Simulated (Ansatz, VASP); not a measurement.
# Two plane-wave programs on W

```
W
1.0
     2.80966    0.00000    0.00000
     0.00000    4.86387    0.00000
     0.00000    0.00000    4.92370
W
4
Direct
  0.79317 0.56316 0.25000
  0.20683 0.06316 0.25000
  0.20683 0.43684 0.75000
  0.79317 0.93684 0.75000
```

This isn't the form of W at room conditions, which is bcc.

Alike in both runs: task single point; functional PBEsol; k mesh 8 × 5 × 5; occupations gaussian, width 0.2 eV; no spin polarisation.

|  | VASP | Ansatz |
| --- | --- | --- |
| version | VASP 6.6.1 | Ansatz 0.2.0 |
| potentials or method | VASP PAW PBE potentials, release 64 (W_sv) | plane waves, PAW |
| plane-wave cutoff (eV) | 520 | 550 |
| valence electrons in the cell | 56 | 56 |

|  | VASP | Ansatz | Ansatz less VASP |
| --- | --- | --- | --- |
| pressure (GPa) | -10.3 | -10.7 | -0.48 |
| largest component of the traceless stress (GPa) | 0.96 | 0.93 | -0.031 |

With one functional, cell and mesh, what is left measures potentials, basis and numerics.

Caveats: the PAW data sets were made with another functional, which shifts forces and pressure a little (VASP). Spin-orbit coupling is left out, which matters for the levels of W.
